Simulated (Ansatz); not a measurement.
The system is W.

```
CELL_PARAMETERS angstrom
5.08300 0.00000 0.00000
0.00000 5.08300 0.00000
0.00000 0.00000 5.08300
ATOMIC_POSITIONS crystal
W 0.50000 0.25000 0.00000
W 0.50000 0.75000 0.00000
W 0.75000 0.00000 0.50000
W 0.25000 0.00000 0.50000
W 0.00000 0.50000 0.75000
W 0.00000 0.50000 0.25000
W 0.50000 0.50000 0.50000
W 0.00000 0.00000 0.00000
```

This isn't the form of W at room conditions, which is bcc.

```yaml
Program: Ansatz 0.2.0
Task: relaxation of cell and atoms
Functional: LDA
Potentials_or_basis: Ansatz PAW
Cutoff: "420 eV (not typed: the program's choice for these potentials)"
k_mesh: 5 × 5 × 5
Occupations: fermi-dirac, width 0.05 eV
Spin: no spin polarisation
```

At the start: volume 16.42 Å³/atom.

**Question.** Where does the relaxation end?

**Answer.** It ends after 4 steps and the volume is 15.64 Å³/atom (-4.7 %); space group Pm-3n (No. 223, to 0.05 Å).

The path:
| step | energy change (eV) | largest force (eV/Å) | volume (Å³) |
| --- | --- | --- | --- |
| 1 | 0.0000 | 0.0000 | 131.33 |
| 2 | -0.2855 | 0.0000 | 126.07 |
| 3 | -0.2929 | 0.0000 | 125.14 |
| 4 | -0.2915 | 0.0000 | 125.14 |

Final structure:
```xyz
8
Lattice="5.0019 0.0000 0.0000 0.0000 5.0019 0.0000 0.0000 0.0000 5.0019" Properties=species:S:1:pos:R:3 pbc="T T T"
W     2.5009    1.2505    0.0000
W     2.5009    3.7514    0.0000
W     3.7514    0.0000    2.5009
W     1.2505    0.0000    2.5009
W     0.0000    2.5009    3.7514
W     0.0000    2.5009    1.2505
W     2.5009    2.5009    2.5009
W     0.0000    0.0000    0.0000
```

Caveat: the plane-wave basis is chosen anew once the cell has moved, so the energies of steps on either side of that aren't comparable; the PAW data sets come from PBE, with cores solved anew for the run's functional, which leaves a small shift of forces and pressure.
